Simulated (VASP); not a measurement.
Wanted: the native input for a VASP 6.6.1 run.

| Quantity | Value |
| --- | --- |
| Task | relaxation of cell and atoms |
| Functional | RPBE |
| Potentials or basis | VASP PAW PBE potentials, release 64 (Si) |
| Cutoff | 600 eV |
| k mesh | 10 × 10 × 10 |
| Occupations | gaussian, width 0.03 eV |
| Spin | no spin polarisation |
| Further INCAR settings | ALGO = Normal; EDIFF = 1e-07; IBRION = 2; EDIFFG = -0.005; NSW = 90; ISIF = 3 |

The structure of Si lies in POSCAR:

```
Si                                      
1.0
    0.0000000000      2.7487196613      2.7487196613
    2.7487196613      0.0000000000      2.7487196613
    2.7487196613      2.7487196613      0.0000000000
  Si            
     2
Direct
     0.7500000000000000    0.7500000000000000    0.7500000000000000
     0.5000000000000000    0.5000000000000000    0.5000000000000000
```

These files were run (other wordings do the same):

INCAR

```
SYSTEM = Si
PREC = Accurate
ENCUT = 600
EDIFF = 1E-7
ISMEAR = 0
SIGMA = 0.03
LREAL = .False.
LASPH = .True.
NELM = 80
ALGO = Normal
ISIF = 3
LWAVE = .False.
LCHARG = .False.
GGA = RP
IBRION = 2
NSW = 90
EDIFFG = -0.005
```

KPOINTS

```
Automatic mesh
0
Gamma
  10 10 10
  0 0 0
```

Potentials or basis: VASP PAW PBE potentials, release 64 (Si).

Launch:

```bash
$ cat potpaw_PBE.64/Si/POTCAR > POTCAR
$ mpirun -np 1 vasp_std > vasp.out
```

Results of the run:

| Item | Value |
| --- | --- |
| Pressure after relaxing | 0.0 GPa |
| Band gap on the k mesh | 0.70 eV, indirect (least direct gap 2.56 eV) |

Caveat: the relaxation stopped at its first step, so nothing moved; the PAW data sets were made with another functional, which shifts forces and pressure a little.

Wall time 6.9 s on 1 thread of Intel(R) Xeon(R) 6975P-C (Granite Rapids) (shared host), peak memory 0.17 GiB.
